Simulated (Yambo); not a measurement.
**SiC (Moissanite 3C) in Yambo: convergence with bands in self energy**

The system is SiC (Moissanite 3C).

```
CELL_PARAMETERS angstrom
0.00000 2.17900 2.17900
2.17900 0.00000 2.17900
2.17900 2.17900 0.00000
ATOMIC_POSITIONS crystal
Si 0.00000 0.00000 0.00000
C 0.75000 0.75000 0.75000
```

```yaml
Program: Yambo 5.3.0
Task: G0W0 quasiparticle levels
Functional: PBE
Potentials_or_basis: PseudoDojo 0.4.1 SR PBE standard
Cutoff: 1116 eV
Density_cutoff: 4463 eV
k_mesh: 6 × 6 × 6
Occupations: fixed
Spin: no spin polarisation
Random_integration_of_the_Coulomb_term: yes
Direction_of_the_field_or_of_q_to_0: x + y + z
Broadening: 0.1 eV
States_corrected: Γ and the k points of the band edges
Frequency_dependence_of_W: plasmon pole
Terminator_of_the_band_sum_in_the_self-energy: none
Quasiparticle_equation: linearised (Newton)
Imaginary_frequency_of_the_plasmon-pole_fit: 27.2114 eV
Bands_in_the_response: 104
Bands_in_the_self-energy: 9
Cutoff_of_the_response_matrix: 10 Ry
Cutoff_of_exchange_and_Vxc: 82 Ry
Bands_corrected_first_last: "[2, 5]"
```

These are the settings of the first run; the series varies bands in self energy, with any setting tied to it.

| bands in self energy | quasiparticle gap at the points computed (eV) |
| --- | --- |
| 9 | 1.712 |
| 14 | 1.776 |
| 24 | 1.867 |
| 44 | 1.974 |
| 104 | 2.051 |

Not settled before the last step: the quasiparticle gap at the points computed (to 0.05 eV). The tightest run that finished is the yardstick and may itself not be fully converged.

Caveat, for the tightest run too: mesh, valence shells or block size may be too small for converged GW; the basis isn't converged for GW; this version prints the column dSc/dw multiplied by 27.2.
